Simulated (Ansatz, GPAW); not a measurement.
This is a calculation of Si for Ansatz 0.2.0. 

The input input.yaml:

```yaml
crystal:
  lattice:
    - [0.0, 2.7218511865, 2.7218511865]
    - [2.7218511865, 0.0, 2.7218511865]
    - [2.7218511865, 2.7218511865, 0.0]
  atoms:
    - { symbol: Si, position: [0.5, 0.5, 0.5] }
    - { symbol: Si, position: [0.75, 0.75, 0.75] }
hamiltonian:
  xc: pbe
  pseudopotentials: { kind: paw }
kpoints:
  mp_grid: { grid: [8, 8, 8] }
scf:
  occupations: { method: gaussian, width: 0.02 }
output:
  forces: true
  stress: true
  eigenvalues: true
```

Potentials or basis: Ansatz PAW.

Launch:

```sh
$ ansatz run input.yaml --threads 2 --pin off --max-ram 5632MiB --backend cpu --events-out ev --progress --plain --runs-dir out
```

Problem. Translate it to GPAW 26.7.0 (ASE script). Potentials or basis there: GPAW PAW data sets (gpaw-data 1.2.1), cutoff 600 eV.

Solution. As run (cutoffs and basis follow the program's own potentials, and thresholds, step limits or extra output files can differ):

Contents of run.py:

```python
from ase.dft.bandgap import bandgap
from ase.io import read, write
from ase.units import GPa
from gpaw import GPAW, PW

atoms = read('POSCAR')

calc = GPAW(mode=PW(600),
            xc='PBE',
            kpts={'size': (8, 8, 8), 'gamma': True},
            occupations={'name': 'methfessel-paxton', 'order': 0, 'width': 0.02},
            nbands=11,
            convergence={'density': 1e-05, 'energy': 1e-05},
            maxiter=150,
            txt='gpaw.txt')
atoms.calc = calc
energy = atoms.get_potential_energy()
forces = atoms.get_forces()
stress = atoms.get_stress()
calc.write('gs.gpw')
write('result.traj', atoms)
print(f'Energy: {energy:.6f} eV')
print('Forces (eV/A):')
print(forces.round(4))
print('Stress (GPa):', (stress / GPa).round(3))
print('Fermi level:', round(calc.get_fermi_level(), 4), 'eV')
print(f'Gap: {bandgap(calc)[0]:.4f} eV, direct: {bandgap(calc, direct=True)[0]:.4f} eV')
```

Contents of POSCAR:

```
Si
1.0
    0.0000000000      2.7218511865      2.7218511865
    2.7218511865      0.0000000000      2.7218511865
    2.7218511865      2.7218511865      0.0000000000
Si
2
Direct
    0.5000000000      0.5000000000      0.5000000000
    0.7500000000      0.7500000000      0.7500000000
```

Potentials or basis: GPAW PAW data sets (gpaw-data 1.2.1), pw.

Run with:

```console
$ OMP_NUM_THREADS=1 python run.py
```

Both were run:

|  | Ansatz | GPAW |
| --- | --- | --- |
| Pressure | 1.3 GPa | 1.6 GPa |

Ansatz's pressure holds a Pulay term of +0.02 GPa for its cutoff of 420 eV, which the other run lacks.

Where Ansatz's input types no cutoff or centring, it takes its own default and a Γ-centred mesh.

Pressure is positive in compression.
